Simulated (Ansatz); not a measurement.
What moves the pressure of SiC?

```
CELL_PARAMETERS angstrom
0.00000 2.17400 2.17400
2.17400 0.00000 2.17400
2.17400 2.17400 0.00000
ATOMIC_POSITIONS crystal
Si 0.00000 0.00000 0.00000
C 0.75000 0.75000 0.75000
```

Atom numbers follow the list: Si1, C2.

Conventional cell: a = 4.348 Å, b = 4.348 Å, c = 4.348 Å, α = 90.00°, β = 90.00°, γ = 90.00°. Around Si (atom 1) lie 4 C at 1.88 Å. C (atom 2) has 4 Si at 1.88 Å as nearest neighbours.

The cell is COD entry 1010995, as deposited and not checked against the literature; nothing was relaxed. It is an old determination, and later ones may differ.

Level of theory: DFT, PBE, all-electron LAPW, scalar-relativistic in Ansatz 0.2.0.

The runs use a Γ-centred 16×16×16 k mesh, Fermi–Dirac smearing of 0.05 eV, basis error target 0.25 meV/atom, no spin polarisation.

In this reference run the pressure is 4.8 GPa (positive in compression). Each change below is made alone, on the same k mesh, with fractional coordinates held unless an atom is moved; x, y and z are the Cartesian axes.

(1) Order the changes by the shift of the pressure, most negative first.
A. functional pbesol
B. no relativity
C. volume scaled by 1.025
D. x and y strained by -2 %, z held
E. volume scaled by 0.975
F. functional lda

Results:

(1) F (-7.8 GPa), C (-5.4 GPa), A (-3.5 GPa), B (+0.1 GPa), E (+6.1 GPa), D (+10.0 GPa).
